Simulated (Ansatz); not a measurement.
## SnO₂: strain energy, fitted

SnO₂, P4_2/mnm, a = 4.768 Å, c = 3.212 Å. Ansatz: PBEsol, PAW, 420 eV, Γ-centred 6×6×8 mesh on 6 atoms, Gaussian smearing 0.02 eV; no spin polarisation. Series: shear of c along a, cell held, atoms relaxed; x is the strain in per cent (engineering shear). y is the free energy over the unstrained cell, V0 = 12.174 Å³/atom. Symmetry makes y even in x.

```tsv
x (%)	y (meV/atom)
0.0	0.00
1.5	0.74
3.0	3.03
4.5	?
6.0	12.17
9.0	27.23
```

Fit y = c2 x² + c4 x⁴ to the other rows, turn c2 into a modulus, and predict the missing energy.

Least squares on the rows shown. y = 0.33905 x² − 3.5248×10⁻⁵ x⁴. In eV per unit strain² c2 is 3.391; this is the shear stiffness (E = ½ C V0 γ²): 2 × 3.391 × 160.2 / (12.174) = 89 GPa. At x = 4.5 the fit asked for gives 6.85 meV/atom. The run gave 6.85 meV/atom, the same to the digits shown.